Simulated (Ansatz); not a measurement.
# Y under strains and displacements

All numbers below come from DFT PBEsol, scalar-relativistic, plane waves, PAW in Ansatz.

Settings: cutoff 420 eV, Γ-centred mesh 14×14×14 on the computed 1-atom cell, Gaussian smearing of 0.10 eV; no spin polarisation.

Reference cell:

```xyz
1
Lattice="0.0000 2.4850 2.4850 2.4850 0.0000 2.4850 2.4850 2.4850 0.0000" Properties=species:S:1:pos:R:3 pbc="T T T"
Y     0.0000    0.0000    0.0000
```

Each variant moves atoms of this cell by the vectors given, if any (Å), and then applies a symmetric strain (tensor components, Cartesian axes). The reference cell isn't relaxed at this level. Energies are per atom at zero smearing, counted from the lowest variant. Pressure is positive in compression.

1. strain (xx yy zz yz xz xy, %) 3.94 3.94 3.94 0.00 0.00 0.00
2. strain (xx yy zz yz xz xy, %) 2.68 2.68 2.68 0.00 0.00 0.00
3. strain (xx yy zz yz xz xy, %) 1.29 1.29 1.29 0.00 0.00 0.00

| variant | ΔE (meV/atom) | P (GPa) | space group |
| --- | --- | --- | --- |
| 1 | 43.4 | -3.89 | Fm-3m |
| 2 | 17.4 | -2.77 | Fm-3m |
| 3 | 0.0 | -1.34 | Fm-3m |

This fcc form isn't the element's structure at ambient conditions.